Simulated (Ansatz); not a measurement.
Theory: DFT PBE, scalar-relativistic, plane waves, PAW (Ansatz). Settings: cutoff 420 eV, Γ-centred meshes spaced at most about 0.3 Å⁻¹, and about 0.25 Å⁻¹ or finer for metals (2π included), Gaussian smearing. No spin polarisation.

All energies are static (0 K, no zero-point motion).

**Question.** Which of these relaxed structures of Sn3S5 is the lowest in energy?
A.

```xyz
8
Lattice="5.6763 0.0000 0.0000 0.0000 5.6763 0.0000 0.0000 0.0000 5.6763" Properties=species:S:1:pos:R:3 pbc="T T T"
Sn    2.8381    0.0000    2.8381
Sn    2.8381    2.8381    0.0000
Sn    0.0000    2.8381    2.8381
S     0.0000    2.8381    0.0000
S     0.0000    0.0000    2.8381
S     2.8381    0.0000    0.0000
S     0.0000    0.0000    0.0000
S     2.8381    2.8381    2.8381
```

B.

```xyz
8
Lattice="3.7795 2.1821 5.6381 -3.7795 2.1821 5.6381 0.0000 -4.3642 5.6381" Properties=species:S:1:pos:R:3 pbc="T T T"
Sn    1.9526    0.0000    8.4572
Sn   -0.9763    1.6910    8.4572
Sn   -0.9763   -1.6910    8.4572
S    -3.0257    0.0000    8.4572
S     1.5128   -2.6203    8.4572
S     1.5128    2.6203    8.4572
S     0.0000    0.0000    6.6781
S     0.0000    0.0000   10.2363
```

C.

```xyz
8
Lattice="7.0141 0.0000 0.0000 3.1252 6.3967 0.0000 3.1859 2.0527 6.1022" Properties=species:S:1:pos:R:3 pbc="T T T"
Sn    5.6020    4.9569    4.4966
Sn    6.8007    5.1756    1.3703
Sn    7.5783    2.5367    3.2832
S     8.2751    3.1822    0.7108
S     6.5257    2.6337    5.6227
S     5.1879    6.8600    2.8242
S     8.0975    5.0859    3.6604
S     5.2337    3.3667    2.4406
```

D.

```xyz
8
Lattice="3.6596 0.0000 0.0000 0.0000 3.8102 0.0000 0.0000 0.0000 13.4585" Properties=species:S:1:pos:R:3 pbc="T T T"
Sn    1.8298    0.0000   10.8976
Sn    1.8298    0.0000    2.5609
Sn    1.8298    1.9051    6.7292
S     0.0000    0.0000    6.7292
S     0.0000    0.0000    0.0000
S     1.8298    1.9051    0.0000
S     0.0000    1.9051    9.8737
S     0.0000    1.9051    3.5847
```

**Answer.** C. The next of these, B, lies 21 meV/atom higher. Forms: C P1; B R32; A Pm-3m; D Pmmm. Counting S atoms around Sn (those within 1.25 times the shortest such distance or 1.15 times the sum of covalent radii, 1.27 where that leaves under three; a plus sign parts nearer from farther groups; a slash parts the counts of unlike sites): C has Sn 5; B has Sn 5; A has Sn 6; D has Sn 4/4+4. Origin: A, B and D, invented; C, invented, then shaken at random and relaxed again.

For metals, differences of a few meV/atom aren't resolved. Weakly bound directions are ill-defined at this level, which has no dispersion term (P1, R32, Pmmm), and this can change margins and order among such cells. Cells relaxed within their symmetry can be saddle points. Some types were kept out of the candidates beforehand, so the set may lack a known form.
